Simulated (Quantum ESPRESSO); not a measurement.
**FeO (Wuestite): parallel and opposed starts**

Does FeO (Wuestite) prefer parallel or opposed moments, or none?

Method: LDA; plane waves with GBRV 1.5 LDA potentials, no spin-orbit coupling, in Quantum ESPRESSO 7.5.

## (1) The structure

The structure is trigonal, space group R-3m (No. 166). Conventional cell: a = 3.038 Å, b = 3.038 Å, c = 7.559 Å, α = 90.00°, β = 90.00°, γ = 120.00°. Nearest to Fe lie 6 O at 2.16 Å. Nearest to O lie 6 Fe at 2.16 Å. Farther neighbours and most contacts between anions are not listed.

The cell comes from the Crystallography Open Database.

## (2) Run 1 (ferro +)

The signs are those of the starting moments on the seeded atoms, the atoms that are given a moment.

The input, pw.in:

```
&CONTROL
  calculation = 'scf'
  prefix = 'pwscf'
  outdir = './tmp'
  pseudo_dir = './pseudo'
  disk_io = 'nowf'
/
&SYSTEM
  ibrav = 0
  celldm(1) = 8
  nat = 2
  ntyp = 2
  ecutwfc = 40
  ecutrho = 280
  nbnd = 17
  occupations = 'smearing'
  smearing = 'fd'
  degauss = 0.00367493
  nspin = 2
  starting_magnetization(1) = 0.25
  starting_magnetization(2) = 0
/
&ELECTRONS
  conv_thr = 4d-09
  electron_maxstep = 150
  mixing_beta = 0.3
/
ATOMIC_SPECIES
Fe     55.8450 fe_lda_v1.5.uspp.F.UPF
O      15.9990 o_lda_v1.2.uspp.F.UPF
CELL_PARAMETERS alat
   0.3587694422130    0.2071356340402    0.5951638772153
  -0.3587694422130    0.2071356340402    0.5951638772153
   0.0000000000000   -0.4142712680567    0.5951638772153
ATOMIC_POSITIONS crystal
Fe      0.0000000000    0.0000000000    0.0000000000
O       0.5000000000    0.5000000000    0.5000000000
K_POINTS automatic
8 8 8 0 0 0
```

The run is started by

```
$ OMP_NUM_THREADS=1 mpirun -n 2 pw.x -nk 2 -in pw.in > pw.out
```

The program printed:

```text
Program PWSCF v.7.5 starts

     Message from routine setup:
     using ibrav=0 with symmetry is DISCOURAGED, use correct ibrav instead

     K-points division:     npool     =       2
     Subspace diagonalization in iterative solution of the eigenvalue problem:

     G-vector sticks info
     --------------------
     sticks:   dense  smooth     PW     G-vecs:    dense   smooth      PW
     Sum         649     367    121                10801     4645     941

     Using Slab Decomposition

     bravais-lattice index     =            0
     lattice parameter (alat)  =       8.0000  a.u.
     unit-cell volume          =     135.8714 (a.u.)^3
     number of atoms/cell      =            2
     number of atomic types    =            2
     number of electrons       =        22.00
     number of Kohn-Sham states=           17
     kinetic-energy cutoff     =      40.0000  Ry
     charge density cutoff     =     280.0000  Ry
     scf convergence threshold =      4.0E-09
     mixing beta               =       0.3000
     number of iterations used =            8  plain     mixing
     Exchange-correlation= SLA  PZ   NOGX NOGC
                           (   1   1   0   0   0   0   0)

     celldm(1)=   8.000000  celldm(2)=   0.000000  celldm(3)=   0.000000
     celldm(4)=   0.000000  celldm(5)=   0.000000  celldm(6)=   0.000000

     crystal axes: (cart. coord. in units of alat)
               a(1) = (   0.358769   0.207136   0.595164 )
               a(2) = (  -0.358769   0.207136   0.595164 )
               a(3) = (   0.000000  -0.414271   0.595164 )

     reciprocal axes: (cart. coord. in units 2 pi/alat)
               b(1) = (  1.393653  0.804626  0.560070 )
               b(2) = ( -1.393653  0.804626  0.560070 )
               b(3) = (  0.000000 -1.609252  0.560070 )

     PseudoPot. # 1 for Fe read from file:
     fe_lda_v1.5.uspp.F.UPF
     Pseudo is Ultrasoft + core correction, Zval = 16.0
     Generated by new atomic code, or converted to UPF format
     Using radial grid of  861 points,  6 beta functions with:
                l(1) =   0
                l(2) =   0
                l(3) =   1
                l(4) =   1
                l(5) =   2
                l(6) =   2
     Q(r) pseudized with  8 coefficients,  rinner =    1.000   1.000   1.000
                                                       1.000   1.000

     PseudoPot. # 2 for O  read from file:
     o_lda_v1.2.uspp.F.UPF
     Pseudo is Ultrasoft + core correction, Zval =  6.0
     Generated by new atomic code, or converted to UPF format
     Using radial grid of  737 points,  5 beta functions with:
                l(1) =   0
                l(2) =   0
                l(3) =   1
                l(4) =   1
                l(5) =   2
     Q(r) pseudized with  8 coefficients,  rinner =    0.900   0.900   0.900
                                                       0.900   0.900

     atomic species   valence    mass     pseudopotential
     Fe               16.00    55.84500     Fe( 1.00)
     O                 6.00    15.99900     O ( 1.00)

     Starting magnetic structure
     atomic species   magnetization
     Fe              0.250
     O               0.000

     12 Sym. Ops., with inversion, found

   Cartesian axes

     site n.     atom                  positions (alat units)
         1        Fe     tau(   1) = (   0.0000000   0.0000000   0.0000000  )
         2        O      tau(   2) = (   0.0000000   0.0000000   0.8927458  )

     number of k points=    65  Fermi-Dirac smearing, width (Ry)=  0.0037
                       cart. coord. in units 2pi/alat
        k(    1) = (   0.0000000   0.0000000   0.0000000), wk =   0.0019531
        k(    2) = (   0.0000000  -0.2011564   0.0700087), wk =   0.0117188
        k(    3) = (   0.0000000  -0.4023129   0.1400175), wk =   0.0117188
        k(    4) = (   0.0000000  -0.6034693   0.2100262), wk =   0.0117188
        k(    5) = (   0.0000000   0.8046258  -0.2800349), wk =   0.0058594
        [... 60 further k-points ...]

     Dense  grid:    10801 G-vectors     FFT dimensions: (  32,  32,  32)

     Smooth grid:     4645 G-vectors     FFT dimensions: (  24,  24,  24)

     Check: negative core charge=   -0.000047
     Generating pointlists ...
     new r_m :   0.2104 (alat units)  1.6832 (a.u.) for type    1
     new r_m :   0.2104 (alat units)  1.6832 (a.u.) for type    2

     Initial potential from superposition of free atoms

     starting charge      21.0000, renormalised to      22.0000
     Starting wfcs are   17 randomized atomic wfcs

     Self-consistent Calculation

     iteration #  1     ecut=    40.00 Ry     beta= 0.30
     Davidson diagonalization with overlap
     ethr =  1.00E-02,  avg # of iterations =  2.8

     total energy              =    -282.41998275 Ry
     estimated scf accuracy    <       0.60664170 Ry

     total magnetization       =     4.08 Bohr mag/cell
     absolute magnetization    =     4.08 Bohr mag/cell

     iteration #  2     ecut=    40.00 Ry     beta= 0.30
     Davidson diagonalization with overlap
     ethr =  2.76E-03,  avg # of iterations =  2.0

     total energy              =    -282.54374268 Ry
     estimated scf accuracy    <       0.09630422 Ry

     total magnetization       =     3.80 Bohr mag/cell
     absolute magnetization    =     3.80 Bohr mag/cell

     iteration #  3     ecut=    40.00 Ry     beta= 0.30
     Davidson diagonalization with overlap
     ethr =  4.38E-04,  avg # of iterations =  1.3

     total energy              =    -282.56039110 Ry
     estimated scf accuracy    <       0.01061689 Ry

     total magnetization       =     4.00 Bohr mag/cell
     absolute magnetization    =     4.00 Bohr mag/cell

     [... further iterations left out ...]

     iteration #  7     ecut=    40.00 Ry     beta= 0.30
     Davidson diagonalization with overlap
     ethr =  1.23E-07,  avg # of iterations =  2.0

     total energy              =    -282.56277193 Ry
     estimated scf accuracy    <       0.00000148 Ry

     total magnetization       =     4.00 Bohr mag/cell
     absolute magnetization    =     4.01 Bohr mag/cell

     iteration #  8     ecut=    40.00 Ry     beta= 0.30
     Davidson diagonalization with overlap
     ethr =  6.74E-09,  avg # of iterations =  2.0

     total energy              =    -282.56277303 Ry
     estimated scf accuracy    <       0.00000039 Ry

     total magnetization       =     4.00 Bohr mag/cell
     absolute magnetization    =     4.01 Bohr mag/cell

     iteration #  9     ecut=    40.00 Ry     beta= 0.30
     Davidson diagonalization with overlap
     ethr =  1.76E-09,  avg # of iterations =  2.0

     total energy              =    -282.56277317 Ry
     estimated scf accuracy    <       0.00000003 Ry

     total magnetization       =     4.00 Bohr mag/cell
     absolute magnetization    =     4.01 Bohr mag/cell

     iteration # 10     ecut=    40.00 Ry     beta= 0.30
     Davidson diagonalization with overlap
     ethr =  1.46E-10,  avg # of iterations =  2.0

     Magnetic moment per site  (integrated on atomic sphere of radius R)
     atom   1 (R=0.210)  charge= 13.5497  magn=  3.4341
     atom   2 (R=0.210)  charge=  5.8018  magn=  0.3382

     End of self-consistent calculation

     Number of k-points >= 100: set verbosity='high' to print the bands.

     the Fermi energy is    13.9329 ev

!    total energy              =    -282.56277318 Ry
     estimated scf accuracy    <          1.2E-09 Ry
     smearing contrib. (-TS)   =      -0.00099415 Ry
     internal energy E=F+TS    =    -282.56177904 Ry

     The total energy is F=E-TS. E is the sum of the following terms:
     one-electron contribution =    -137.37462929 Ry
     hartree contribution      =      80.57635461 Ry
     xc contribution           =     -36.07309992 Ry
     ewald contribution        =    -189.69040445 Ry

     total magnetization       =     4.00 Bohr mag/cell
     absolute magnetization    =     4.01 Bohr mag/cell

     convergence has been achieved in  10 iterations

=------------------------------------------------------------------------------=
   JOB DONE.
=------------------------------------------------------------------------------=
```

It took 11 s on 2 MPI ranks of Arm Neoverse V1, shared host; peak memory 0.15 GiB; 23 s of CPU time.

Spin moment in the atom's sphere by atom:

```
atom  spin moment in the atom's sphere (μB)
 Fe1                                   3.43
  O2                                   0.34
```

This step gave:

| Property | Result |
| --- | --- |
| smearing term TS | 0.01353 eV |
| magnetization | 4.002 μB |
| absolute magnetization | 4.008 μB |
| final state | ferromagnetic |

## (3) Run 2 (antiferro q=(0,1/2,1/2) +−)

The cell is doubled to 4 atoms to hold this order. The wavevector q is in fractions of the reciprocal vectors of the crystal's primitive cell, as the cells of these inputs are built from it; moments change sign between cells as cos(2π q·R).

The input, pw.in:

```
&CONTROL
  calculation = 'scf'
  prefix = 'pwscf'
  outdir = './tmp'
  pseudo_dir = './pseudo'
  disk_io = 'nowf'
/
&SYSTEM
  ibrav = 0
  celldm(1) = 8
  nat = 4
  ntyp = 3
  ecutwfc = 40
  ecutrho = 280
  nbnd = 28
  occupations = 'smearing'
  smearing = 'fd'
  degauss = 0.00367493
  nspin = 2
  starting_magnetization(1) = 0.25
  starting_magnetization(2) = -0.25
  starting_magnetization(3) = 0
/
&ELECTRONS
  conv_thr = 8d-09
  electron_maxstep = 150
  mixing_beta = 0.3
/
ATOMIC_SPECIES
Fe1    55.8450 fe_lda_v1.5.uspp.F.UPF
Fe2    55.8450 fe_lda_v1.5.uspp.F.UPF
O      15.9990 o_lda_v1.2.uspp.F.UPF
CELL_PARAMETERS alat
   0.3587694422130    0.2071356340402    0.5951638772153
  -0.7175388844260    0.4142712680803    1.1903277544306
  -0.3587694422130   -0.2071356340165    1.1903277544306
ATOMIC_POSITIONS crystal
Fe1     0.0000000000    0.0000000000    0.0000000000
Fe2     0.0000000000    0.5000000000    0.0000000000
O       0.5000000000    0.0000000000    0.5000000000
O       0.5000000000    0.5000000000    0.5000000000
K_POINTS automatic
8 4 8 0 0 0
```

The program printed:

```text
[banner, memory and clock lines left out]
Program PWSCF v.7.5 starts

     Message from routine setup:
     using ibrav=0 with symmetry is DISCOURAGED, use correct ibrav instead

     bravais-lattice index     =            0
     lattice parameter (alat)  =       8.0000  a.u.
     unit-cell volume          =     271.7428 (a.u.)^3
     number of atoms/cell      =            4
     number of atomic types    =            3
     number of electrons       =        44.00
     number of Kohn-Sham states=           28
     kinetic-energy cutoff     =      40.0000  Ry
     charge density cutoff     =     280.0000  Ry
     scf convergence threshold =      8.0E-09
     mixing beta               =       0.3000
     number of iterations used =            8  plain     mixing
     Exchange-correlation= SLA  PZ   NOGX NOGC
                           (   1   1   0   0   0   0   0)

     celldm(1)=   8.000000  celldm(2)=   0.000000  celldm(3)=   0.000000
     celldm(4)=   0.000000  celldm(5)=   0.000000  celldm(6)=   0.000000

     crystal axes: (cart. coord. in units of alat)
               a(1) = (   0.358769   0.207136   0.595164 )
               a(2) = (  -0.717539   0.414271   1.190328 )
               a(3) = (  -0.358769  -0.207136   1.190328 )

     reciprocal axes: (cart. coord. in units 2 pi/alat)
               b(1) = (  1.393653  0.804626  0.560070 )
               b(2) = ( -0.696826  1.206939 -0.000000 )
               b(3) = (  0.000000 -1.609252  0.560070 )

     PseudoPot. # 1 for Fe read from file:
     fe_lda_v1.5.uspp.F.UPF
     Pseudo is Ultrasoft + core correction, Zval = 16.0

     PseudoPot. # 2 for Fe read from file:
     fe_lda_v1.5.uspp.F.UPF
     Pseudo is Ultrasoft + core correction, Zval = 16.0

     PseudoPot. # 3 for O  read from file:
     o_lda_v1.2.uspp.F.UPF
     Pseudo is Ultrasoft + core correction, Zval =  6.0

     atomic species   valence    mass     pseudopotential
     Fe1              16.00    55.84500     Fe( 1.00)
     Fe2              16.00    55.84500     Fe( 1.00)
     O                 6.00    15.99900     O ( 1.00)

     Starting magnetic structure
     atomic species   magnetization
     Fe1             0.250
     Fe2            -0.250
     O               0.000

      4 Sym. Ops., with inversion, found

   Cartesian axes

     site n.     atom                  positions (alat units)
         1        Fe1    tau(   1) = (   0.0000000   0.0000000   0.0000000  )
         2        Fe2    tau(   2) = (  -0.3587694   0.2071356   0.5951639  )
         3        O      tau(   3) = (   0.0000000   0.0000000   0.8927458  )
         4        O      tau(   4) = (  -0.3587694   0.2071356   1.4879097  )

     number of k points=    86  Fermi-Dirac smearing, width (Ry)=  0.0037
                       cart. coord. in units 2pi/alat
        k(    1) = (   0.0000000   0.0000000   0.0000000), wk =   0.0039062
        k(    2) = (   0.0000000  -0.2011564   0.0700087), wk =   0.0156250
        k(    3) = (   0.0000000  -0.4023129   0.1400175), wk =   0.0156250
        k(    4) = (   0.0000000  -0.6034693   0.2100262), wk =   0.0156250
        k(    5) = (  -0.0000000   0.8046258  -0.2800349), wk =   0.0039062
        [... 81 further k-points ...]

     Dense  grid:    21529 G-vectors     FFT dimensions: (  32,  64,  54)

     Smooth grid:     9297 G-vectors     FFT dimensions: (  24,  48,  45)

     Check: negative core charge=   -0.000047
     Generating pointlists ...
     new r_m :   0.2104 (alat units)  1.6832 (a.u.) for type    1
     new r_m :   0.2104 (alat units)  1.6832 (a.u.) for type    2
     new r_m :   0.2104 (alat units)  1.6832 (a.u.) for type    3

     Initial potential from superposition of free atoms

     starting charge      42.0000, renormalised to      44.0000
     Starting wfcs are   34 randomized atomic wfcs

     Self-consistent Calculation

     iteration #  1     ecut=    40.00 Ry     beta= 0.30
     Davidson diagonalization with overlap
     ethr =  1.00E-02,  avg # of iterations =  2.2

     total energy              =    -564.84880493 Ry
     estimated scf accuracy    <       1.08582013 Ry

     total magnetization       =     0.00 Bohr mag/cell
     absolute magnetization    =     7.66 Bohr mag/cell

     iteration #  2     ecut=    40.00 Ry     beta= 0.30
     Davidson diagonalization with overlap
     ethr =  2.47E-03,  avg # of iterations =  2.2

     total energy              =    -565.05914701 Ry
     estimated scf accuracy    <       0.17912707 Ry

     total magnetization       =     0.00 Bohr mag/cell
     absolute magnetization    =     7.00 Bohr mag/cell

     [... further iterations left out ...]

     iteration # 12     ecut=    40.00 Ry     beta= 0.30
     Davidson diagonalization with overlap
     ethr =  2.02E-09,  avg # of iterations =  2.0

     total energy              =    -565.09005234 Ry
     estimated scf accuracy    <       0.00000002 Ry

     total magnetization       =    -0.00 Bohr mag/cell
     absolute magnetization    =     7.40 Bohr mag/cell

     iteration # 13     ecut=    40.00 Ry     beta= 0.30
     Davidson diagonalization with overlap
     ethr =  3.71E-11,  avg # of iterations =  2.1

     Magnetic moment per site  (integrated on atomic sphere of radius R)
     atom   1 (R=0.210)  charge= 13.5639  magn=  3.3349
     atom   2 (R=0.210)  charge= 13.5638  magn= -3.3349
     atom   3 (R=0.210)  charge=  5.7963  magn= -0.1155
     atom   4 (R=0.210)  charge=  5.7963  magn=  0.1155

     End of self-consistent calculation

     Number of k-points >= 100: set verbosity='high' to print the bands.

     the Fermi energy is    14.0699 ev

!    total energy              =    -565.09005235 Ry
     estimated scf accuracy    <          3.1E-09 Ry
     smearing contrib. (-TS)   =      -0.00407129 Ry
     internal energy E=F+TS    =    -565.08598105 Ry

     The total energy is F=E-TS. E is the sum of the following terms:
     one-electron contribution =    -274.95563679 Ry
     hartree contribution      =     161.38169589 Ry
     xc contribution           =     -72.13123126 Ry
     ewald contribution        =    -379.38080889 Ry

     total magnetization       =    -0.00 Bohr mag/cell
     absolute magnetization    =     7.40 Bohr mag/cell

     convergence has been achieved in  13 iterations
```

The job ended after 1.8 min (2 MPI ranks; peak memory 0.28 GiB; 3.5 min of CPU time).

Spin moment in the atom's sphere by atom:

```
atom  spin moment in the atom's sphere (μB)
 Fe1                                   3.33
 Fe2                                  -3.33
  O3                                  -0.12
  O4                                   0.12
```

This step gave:

* smearing term TS: 0.05539 eV
* magnetization: 0 μB
* absolute magnetization: 7.397 μB
* final state: antiferromagnetic

## (4) Run 3, typed as antiferro q=(0,0,1/2) +−

This order needs a doubled cell of 4 atoms.

Changes to pw.in since step 3:

```diff
@@ -34,10 +34,10 @@
    0.3587694422130    0.2071356340402    0.5951638772153
-  -0.7175388844260    0.4142712680803    1.1903277544306
-  -0.3587694422130   -0.2071356340165    1.1903277544306
+  -0.3587694422130    0.2071356340402    0.5951638772153
+   0.0000000000000   -0.8285425361134    1.1903277544306
 ATOMIC_POSITIONS crystal
 Fe1     0.0000000000    0.0000000000    0.0000000000
-Fe2     0.0000000000    0.5000000000    0.0000000000
-O       0.5000000000    0.0000000000    0.5000000000
-O       0.5000000000    0.5000000000    0.5000000000
+Fe2     0.0000000000    0.0000000000    0.5000000000
+O       0.5000000000    0.5000000000    0.2500000000
+O       0.5000000000    0.5000000000    0.7500000000
 K_POINTS automatic
-8 4 8 0 0 0
+8 8 4 0 0 0
```

The program printed:

```text
     [... lines left out ...]
Program PWSCF v.7.5 starts
     [... lines left out ...]
     number of atoms/cell      =            4
     [... lines left out ...]
     number of electrons       =        44.00
     number of Kohn-Sham states=           28
     kinetic-energy cutoff     =      40.0000  Ry
     charge density cutoff     =     280.0000  Ry
     scf convergence threshold =      8.0E-09
     [... lines left out ...]
      4 Sym. Ops., with inversion, found
     [... lines left out ...]
     number of k points=    78  Fermi-Dirac smearing, width (Ry)=  0.0037
     [... lines left out ...]
     iteration # 13     ecut=    40.00 Ry     beta= 0.30
     [... lines left out ...]
     Magnetic moment per site  (integrated on atomic sphere of radius R)
     atom   1 (R=0.210)  charge= 13.5701  magn=  3.2584
     atom   2 (R=0.210)  charge= 13.5701  magn= -3.2584
     atom   3 (R=0.210)  charge=  5.7892  magn=  0.0000
     atom   4 (R=0.210)  charge=  5.7892  magn=  0.0000
     [... lines left out ...]
     the Fermi energy is    13.9434 ev
!    total energy              =    -565.12084646 Ry
     estimated scf accuracy    <          4.5E-10 Ry
     smearing contrib. (-TS)   =      -0.00300413 Ry
     [... lines left out ...]
     total magnetization       =     0.00 Bohr mag/cell
     absolute magnetization    =     7.03 Bohr mag/cell
     convergence has been achieved in  13 iterations
```

Wall time 60 s (2 MPI ranks); peak memory 0.27 GiB.

Spin moment in the atom's sphere by atom:

```
atom  spin moment in the atom's sphere (μB)
 Fe1                                   3.26
 Fe2                                  -3.26
  O3                                   0.00
  O4                                   0.00
```

This step gave:

```
smearing term TS       : 0.04087 eV
magnetization          : 0 μB
absolute magnetization : 7.034 μB
final state            : antiferromagnetic
```

[end of part 1 of 2]

[Logs and program files are shortened in this print: banners, set-up blocks, solver, clock and traceback lines can be left out without a mark of their own.]

[Logs are printed without paths, hosts, clocks, repeated set-up lines and the standing remarks that a program may print on its own settings, such as how far it seeks lower states.]

[Hosts, paths, dates, database ids (printed as entryN), source tags and the programs' standing remarks are cut or masked in the printed files.]

[Where a cell is said to come from a database of computed structures, the database is the Materials Project.]
